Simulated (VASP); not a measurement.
# TiSe (F-43m) in VASP: a series of runs

Runs on TiSe. Level: PBEsol+U. Tasks: single point.

Program: VASP 6.6.1. These are calculated values, not measurements. Logs are shortened: lines on timing, memory, paths and dates and some standing lists are left out, and cuts for length are marked.

## (1) The structure

The structure is cubic, space group F-43m (No. 216). Conventional cell: a = 6.206 Å, b = 6.206 Å, c = 6.206 Å, α = 90.00°, β = 90.00°, γ = 90.00°. Ti (site symmetry -43m) has 4 Se at 2.69 Å as nearest neighbours. Around Se (site symmetry -43m) lie 4 Ti at 2.69 Å.

The cell comes from a database or a generator and needn't be the stable form of this composition.

## (2) Single point, PBEsol+U, collinear spin, zero start

INCAR

```
ALGO     = Normal         # electronic algorithm
EDIFF    = 1E-6           # SCF threshold, eV
ENCUT    = 520            # plane-wave cutoff, eV
GGA      = PS             # functional
ISIF     = 2              # what is computed and relaxed
ISMEAR   = 0              # smearing method
ISPIN    = 2              # spin polarisation
LASPH    = T              # aspherical terms in the spheres
LCHARG   = F              # write CHGCAR
LDAU     = T              # DFT+U
LDAUJ    = 0 0          
LDAUL    = 2 -1           # shell
LDAUPRINT= 1            
LDAUTYPE = 2            
LDAUU    = 4 0            # U, eV
LMAXMIX  = 4              # l up to which the mixer works
LORBIT   = 11             # projections on sites
LREAL    = F              # projectors in reciprocal space
LWAVE    = F              # write WAVECAR
MAGMOM   = 0 0            # initial moments
NBANDS   = 20             # bands
NELM     = 80             # most SCF steps
PREC     = Accurate       # precision mode
SIGMA    = 0.05           # smearing width, eV
```

KPOINTS

```
k-points
0
Gamma
  5 5 5
```

POSCAR

```
TiSe
1.0
    0.0000000000      3.1030036500      3.1030036500
    3.1030036500      0.0000000000      3.1030036500
    3.1030036500      3.1030036500      0.0000000000
Ti Se
1 1
Direct
    0.0000000000      0.0000000000      0.0000000000
    0.2500000000      0.2500000000      0.2500000000
```

Potentials or basis: VASP PAW PBE potentials, release 64 (Ti_sv, Se).

Command:

```bash
$ cat potpaw_PBE.64/Ti_sv/POTCAR potpaw_PBE.64/Se/POTCAR > POTCAR
$ mpirun -np 1 vasp_std > vasp.out
```

OUTCAR:

```text
EDIFF = 1E-6
   ENCUT = 520
   GGA = PS
   ISIF = 2
   ISMEAR = 0
   ISPIN = 2
   LASPH = T
   LORBIT = 11
   LREAL = F
   NELM = 80
   PREC = Accurate

 ion  position               nearest neighbor table
   1  0.000  0.000  0.000-   2 2.69   2 2.69   2 2.69   2 2.69
   2  0.250  0.250  0.250-   1 2.69   1 2.69   1 2.69   1 2.69

  LATTYP: Found a face centered cubic cell.
 ALAT       =     6.2060073000

  Lattice vectors:

 A1 = (   0.0000000000,   3.1030036500,   3.1030036500)
 A2 = (   3.1030036500,   0.0000000000,   3.1030036500)
 A3 = (   3.1030036500,   3.1030036500,   0.0000000000)

Analysis of symmetry for initial positions (statically):
=====================================================================
 Subroutine PRICEL returns:
 Original cell was already a primitive cell.

 Routine SETGRP: Setting up the symmetry group for a
 face centered cubic supercell.

 Subroutine GETGRP returns: Found 24 space group operations
 (whereof 24 operations were pure point group operations)
 out of a pool of 48 trial point group operations.

The static configuration has the point symmetry T_d .

Analysis of symmetry for dynamics (positions and initial velocities):
=====================================================================
 Subroutine PRICEL returns:
 Original cell was already a primitive cell.

 Routine SETGRP: Setting up the symmetry group for a
 face centered cubic supercell.

 Subroutine GETGRP returns: Found 24 space group operations
 (whereof 24 operations were pure point group operations)
 out of a pool of 48 trial point group operations.

The dynamic configuration has the point symmetry T_d .

Analysis of structural, dynamic, and magnetic symmetry:
=====================================================================
 Subroutine PRICEL returns:
 Original cell was already a primitive cell.

 Routine SETGRP: Setting up the symmetry group for a
 face centered cubic supercell.

 Subroutine GETGRP returns: Found 24 space group operations
 (whereof 24 operations were pure point group operations)
 out of a pool of 48 trial point group operations.

The overall configuration has the point symmetry T_d .

 Subroutine INISYM returns: Found 24 space group operations
 (whereof 24 operations are pure point group operations),
 and found     1 'primitive' translations

----------------------------------------------------------------------------------------

                                     Primitive cell

  volume of cell :      59.7554

  direct lattice vectors                    reciprocal lattice vectors
     0.000000000  3.103003650  3.103003650    -0.161134197  0.161134197  0.161134197
     3.103003650  0.000000000  3.103003650     0.161134197 -0.161134197  0.161134197
     3.103003650  3.103003650  0.000000000     0.161134197  0.161134197 -0.161134197

  length of vectors
     4.388309846  4.388309846  4.388309846     0.279092615  0.279092615  0.279092615

  position of ions in fractional coordinates (direct lattice)
     0.000000000  0.000000000  0.000000000
     0.250000000  0.250000000  0.250000000

  ion indices of the primitive-cell ions
   primitive index   ion index
                 1           1
                 2           2

----------------------------------------------------------------------------------------

 KPOINTS: k-points

Automatic generation of k-mesh.
 Grid dimensions read from file:
 generate k-points for:    5    5    5

 Generating k-lattice:
[... 56 lines left out ...]
   TEBEG  =    0.0;   TEEND  =   0.0 temperature during run
   PSTRESS=    0.0 pullay stress
   NELECT =      18.0000    total number of electrons
   NUPDOWN=      -1.0000    fix difference up-down
   EMIN   =  10.00;   EMAX   =-10.00  energy-range for DOS
   EFERMI =   0.00;   METHOD = LEGACY
   ISMEAR =     0;   SIGMA  =   0.05  broadening in eV -4-tet -1-fermi 0-gaus
   EFERMI_NEDOS =   21; number of points for ismear=-14 and -15
   IALGO  =     38    algorithm
   IMIX   =      4    mixing-type and parameters
     AMIX     =   0.40;   BMIX     =  1.00
     AMIX_MAG =   1.60;   BMIX_MAG =  1.00
  volume/ion in A,a.u.               =      29.88       201.62
  Fermi-wavevector in a.u.,A,eV,Ry     =   1.097421  2.073826 16.385952  1.204333
  Thomas-Fermi vector in A             =   2.233781
   LORBIT       =     11    0 simple, 1 ext, 2 COOP (PROOUT), +10 PAW based schemes
 LDA+U is selected, type is set to LDAUTYPE =  2
   angular momentum for each species LDAUL =     2   -1
   U (eV)           for each species LDAUU =   4.0  0.0
   J (eV)           for each species LDAUJ =   0.0  0.0
   GGA     = PS    functional components
   LHFCALC =     F    Hartree Fock is set to
   AEXX    =    0.0000 exact exchange contribution
   IVDW    =     0    specifies the selected vdW correction
   LEPSILON=     F    determine dielectric tensor
   LRPA    =     F    only Hartree local field effects (RPA)
 spin polarized calculation
 Gauss-broadening in eV      SIGMA  =   0.05
  energy-cutoff  :      520.00
  volume of cell :       59.76
 maximum number of plane-waves:      1639
 NGX is ok and might be reduce to    36
   NGX = 17   NGY = 17   NGZ = 17

 number of electron      17.9999999 magnetization      -0.0023136

atom =   1  type =  1  l = 2

 onsite density matrix

spin component  1

  0.2321 -0.0000 -0.0000  0.0000  0.0000
 -0.0000  0.2321 -0.0000  0.0000 -0.0000
 -0.0000 -0.0000  0.0904 -0.0000 -0.0000
  0.0000  0.0000 -0.0000  0.2321 -0.0000
  0.0000 -0.0000 -0.0000 -0.0000  0.0904

spin component  2

  0.2319 -0.0000 -0.0000  0.0000  0.0000
 -0.0000  0.2319 -0.0000  0.0000 -0.0000
 -0.0000 -0.0000  0.0902 -0.0000 -0.0000
  0.0000  0.0000 -0.0000  0.2319 -0.0000
  0.0000 -0.0000 -0.0000 -0.0000  0.0902

 occupancies and eigenvectors

  o =  0.0902  v =  0.0000  0.0000  0.0000  0.0000  0.0000  0.0000  0.0000 -0.8044  0.0000  0.5941      0.0000  0.0000  0.0000  0.0000  0.0000  0.0000  0.0000  0.0000  0.0000  0.0000
  o =  0.0902  v =  0.0000  0.0000  0.0000  0.0000  0.0000  0.0000  0.0000 -0.5941 -0.0000 -0.8044      0.0000  0.0000  0.0000  0.0000  0.0000  0.0000  0.0000  0.0000  0.0000  0.0000
  o =  0.0904  v =  0.0000 -0.0000  0.6005 -0.0000 -0.7996  0.0000  0.0000  0.0000  0.0000  0.0000      0.0000  0.0000  0.0000  0.0000  0.0000  0.0000  0.0000  0.0000  0.0000  0.0000
  o =  0.0904  v =  0.0000 -0.0000  0.7996  0.0000  0.6005  0.0000  0.0000  0.0000  0.0000  0.0000      0.0000  0.0000  0.0000  0.0000  0.0000  0.0000  0.0000  0.0000  0.0000  0.0000
  o =  0.2319  v =  0.0000  0.0000  0.0000  0.0000  0.0000  0.0000 -0.2915 -0.0000  0.9566 -0.0000      0.0000  0.0000  0.0000  0.0000  0.0000  0.0000  0.0000  0.0000  0.0000  0.0000
  o =  0.2319  v =  0.0000  0.0000  0.0000  0.0000  0.0000  1.0000  0.0000  0.0000  0.0000  0.0000      0.0000  0.0000  0.0000  0.0000  0.0000  0.0000  0.0000  0.0000  0.0000  0.0000
  o =  0.2319  v =  0.0000  0.0000  0.0000  0.0000  0.0000  0.0000  0.9566  0.0000  0.2915 -0.0000      0.0000  0.0000  0.0000  0.0000  0.0000  0.0000  0.0000  0.0000  0.0000  0.0000
  o =  0.2321  v =  0.0000  0.5938  0.0000  0.8046 -0.0000  0.0000  0.0000  0.0000  0.0000  0.0000      0.0000  0.0000  0.0000  0.0000  0.0000  0.0000  0.0000  0.0000  0.0000  0.0000
  o =  0.2321  v =  1.0000  0.0000  0.0000  0.0000  0.0000  0.0000  0.0000  0.0000  0.0000  0.0000      0.0000  0.0000  0.0000  0.0000  0.0000  0.0000  0.0000  0.0000  0.0000  0.0000
  o =  0.2321  v =  0.0000  0.8046  0.0000 -0.5938 -0.0000  0.0000  0.0000  0.0000  0.0000  0.0000      0.0000  0.0000  0.0000  0.0000  0.0000  0.0000  0.0000  0.0000  0.0000  0.0000

 number of electron      17.9999999 magnetization       0.0011975

 Free energy of the ion-electron system (eV)
  ---------------------------------------------------
  ext. energy  EPLUGINS =         0.00000000
  ---------------------------------------------------
  free energy    TOTEN  =        -9.77838189 eV

  energy without entropy =       -9.77555189  energy(sigma->0) =       -9.77696689

 E-fermi :   3.9589     XC(G=0):  -8.7896

 val. band max:        3.8732097372   @ k =  -0.4000   0.4000   0.2000
 cond. band min:       3.9720694785   @ k =  -0.2000   0.2000   0.0000
 fundamental gap:      0.0988597414
 Fermi energy:         3.9588794489

 spin component 1

 k-point     1 :       0.0000    0.0000    0.0000
  band No.  band energies     occupation
      1     -55.0794      1.00000
      2     -31.3911      1.00000
      3     -31.3911      1.00000
      4     -31.3911      1.00000
      5     -10.2350      1.00000
      6       0.0840      1.00000
[... 206 lines left out ...]
      6      -0.9595      1.00000
[... 12 lines left out ...]
     19      14.0522      0.00000
     20      15.3679      0.00000
 Fermi energy:         3.9588794489

 spin component 2

 k-point     1 :       0.0000    0.0000    0.0000
  band No.  band energies     occupation
      1     -55.0782      1.00000
      2     -31.3899      1.00000
      3     -31.3899      1.00000
      4     -31.3899      1.00000
      5     -10.2351      1.00000
      6       0.0844      1.00000
[... 219 lines left out ...]
     19      14.0524      0.00000
     20      15.3680      0.00000

------------------------ aborting loop because EDIFF is reached ----------------------------------------

  FORCE on cell =-STRESS in cart. coord.  units (eV):
  Direction    XX          YY          ZZ          XY          YZ          ZX
  --------------------------------------------------------------------------------------
  -------------------------------------------------------------------------------------
  Total       -4.0802706     -4.0802706     -4.0802706      0.0000000     -0.0000000      0.0000000
  in kB     -109.4013539   -109.4013539   -109.4013539      0.0000000     -0.0000000      0.0000000
  external PRESSURE =    -109.4013539 kB  Pullay stress =       0.0000000 kB

 VOLUME and BASIS-vectors are now :
 -----------------------------------------------------------------------------
  energy-cutoff  :      520.00
  volume of cell :       59.76
      direct lattice vectors                 reciprocal lattice vectors
     0.000000000  3.103003650  3.103003650    -0.161134197  0.161134197  0.161134197
     3.103003650  0.000000000  3.103003650     0.161134197 -0.161134197  0.161134197
     3.103003650  3.103003650  0.000000000     0.161134197  0.161134197 -0.161134197

 POSITION                                       TOTAL-FORCE (eV/Angst)
 -----------------------------------------------------------------------------------
      0.00000      0.00000      0.00000         0.000000      0.000000      0.000000
      1.55150      1.55150      1.55150        -0.000000     -0.000000     -0.000000
 -----------------------------------------------------------------------------------
    total drift:                                0.000000      0.000000      0.000000

  FREE ENERGIE OF THE ION-ELECTRON SYSTEM (eV)
  ---------------------------------------------------
  free  energy   TOTEN  =        -9.7783818922 eV

  energy  without entropy=       -9.7755518923  energy(sigma->0) =       -9.77696689

 total charge

# of ion       s       p       d       tot
------------------------------------------
    1        2.145   6.049   1.738   9.933
    2        1.431   2.381   0.039   3.852
--------------------------------------------------
tot          3.576   8.430   1.778  13.784

 magnetization (x)

# of ion       s       p       d       tot
------------------------------------------
    1        0.000  -0.000   0.002   0.002
    2       -0.000  -0.000   0.000  -0.000
--------------------------------------------------
tot         -0.000  -0.000   0.002   0.002
```

Wall time 26 s (1 thread of AMD EPYC 9R45 (Zen 5), shared host); peak memory 0.21 GiB.

What came out:

```yaml
Free_energy: -9.7784 eV
Pressure: -10.9 GPa
Band_gap_on_the_k_mesh: none (metal or under the smearing width)
Net_moment: 0.00 μB per cell
Valence_electrons_inside_the_program's_atomic_spheres: Ti 9.93; Se 3.85
```

Eigenvalues of the final occupation matrices:
```csv
site,spin,trace,eigenvalues
site 1 d,1,0.88,0.09 0.09 0.23 0.23 0.23
site 1 d,2,0.88,0.09 0.09 0.23 0.23 0.23
```

Caveat: the PAW data sets were made with another functional, which shifts forces and pressure a little.

## (3) Single point, PBEsol+U, collinear spin, random start

INCAR

```
SYSTEM = TiSe
PREC = Accurate
ENCUT = 520
EDIFF = 1E-7
ISMEAR = 0
SIGMA = 0.05
LREAL = .False.
LASPH = .True.
NELM = 100
ALGO = Normal
ISIF = 2
LWAVE = .False.
LCHARG = .False.
ISPIN = 2
MAGMOM = 1.13 0
LORBIT = 11
LMAXMIX = 4
LDAU = .True.
LDAUTYPE = 2
LDAUL = 2 -1
LDAUU = 4 0
LDAUJ = 0 0
LDAUPRINT = 1
GGA = PS
```

KPOINTS

```
Automatic mesh
0
Gamma
  5 5 5
  0 0 0
```

POSCAR is that of step 2.

Potentials or basis: VASP PAW PBE potentials, release 64 (Ti_sv, Se).

Command:

```bash
$ cat potpaw_PBE.64/Ti_sv/POTCAR potpaw_PBE.64/Se/POTCAR > POTCAR
$ mpirun -np 1 vasp_std > vasp.out
```

Wall time 38 s (1 thread of AMD EPYC 9R45 (Zen 5), shared host); peak memory 0.21 GiB.

Results (log left out):

```yaml
Free_energy: -11.1715 eV
Pressure: -2.1 GPa
Band_gap_on_the_k_mesh: 1.02 eV, indirect (least direct gap 1.16 eV)
Net_moment: 2.00 μB per cell
Site_moments: Ti +1.70; Se -0.04 μB
Valence_electrons_inside_the_program's_atomic_spheres: Ti 10.12; Se 3.91
```

Levels at points of the mesh, in eV from the valence-band top:
Spin up:
```
           k point  band 6  band 7  band 8  band 9  band 10  band 11  band 12  band 13  band 14
(0.00, 0.00, 0.00)   -2.20   -2.20   -2.20   -0.54    -0.54     1.02     4.54     4.54     4.54
```
Spin down:
| k point | band 6 | band 7 | band 8 | band 9 | band 10 | band 11 |
| --- | --- | --- | --- | --- | --- | --- |
| (0.00, 0.00, 0.00) | -2.01 | -2.01 | -2.01 | 1.46 | 3.97 | 3.97 |

Eigenvalues of the final occupation matrices:
```tsv
site	spin	trace	eigenvalues
site 1 d	1	1.82	0.06 0.06 0.06 0.81 0.81
site 1 d	2	0.14	0.01 0.01 0.04 0.04 0.04
```

Caveat: the PAW data sets were made with another functional, which shifts forces and pressure a little; an odd mesh through Γ misses points on the zone boundary, where band edges often lie.

## (4) Single point, PBEsol+U, collinear spin, ferromagnetic start

INCAR

```
  PREC = Accurate
  ENCUT = 520
  EDIFF = 1E-7
  ISMEAR = 0
  SIGMA = 0.05
  LREAL = False
  LASPH = True
  NELM = 100
  ALGO = Normal
  ISIF = 2
  LWAVE = False
  LCHARG = True
  ISPIN = 2
  MAGMOM = 1 0
  LORBIT = 11
  NUPDOWN = 2
  LMAXMIX = 4
  LDAU = True
  LDAUTYPE = 2
  LDAUL = 2 -1
  LDAUU = 4 0
  LDAUJ = 0 0
  LDAUPRINT = 1
  GGA = PS
  LELF = True
  LVHAR = True
  NBANDS = 20
```

KPOINTS

```
regular mesh
0
Gamma
  5 5 5
```

POSCAR is that of step 3.

Command:

```bash
$ cat potpaw_PBE.64/Ti_sv/POTCAR potpaw_PBE.64/Se/POTCAR > POTCAR
$ mpirun -np 1 vasp_std > vasp.out
```

Wall time 28 s (1 thread of AMD EPYC 9R45 (Zen 5), shared host); peak memory 0.21 GiB.

It converged, with:

```
Free energy                                           : -11.1715 eV
Pressure                                              : -2.1 GPa
Net moment                                            : 2.00 μB per cell
Site moments                                          : Ti +1.70; Se -0.04 μB
Valence electrons inside the program's atomic spheres : Ti 10.12; Se 3.91
```

Eigenvalues of the final occupation matrices:
```
    site  spin  trace               eigenvalues
site 1 d     1   1.82  0.06 0.06 0.06 0.81 0.81
site 1 d     2   0.14  0.01 0.01 0.04 0.04 0.04
```

Caveat: the PAW data sets were made with another functional, which shifts forces and pressure a little; the total moment is fixed, so each spin has its own Fermi level.

## (5) Summary

```csv
spin,fixed moment (μB),gap on the mesh (eV),pressure (GPa),moment (μB)
"collinear, zero start",-,none,-10.9,0.00
"collinear, random start",-,1.02,-2.1,2.00
"collinear, ferromagnetic start",2,-,-2.1,2.00
```

Alike in all rows: task single point; level PBEsol+U; potentials or basis VASP PAW PBE potentials, release 64 (Ti_sv, Se); Ti d U = 4 eV; cell as given; k mesh 5 × 5 × 5; cutoff (eV) 520; smearing gaussian 0.05 eV.

Caveats: the PAW data sets were made with another functional, which shifts forces and pressure a little; an odd mesh through Γ misses points on the zone boundary, where band edges often lie (some runs); the total moment is fixed, so each spin has its own Fermi level (some runs).

Total energies depend on the potentials used, so only differences within one code and one set of settings carry meaning.
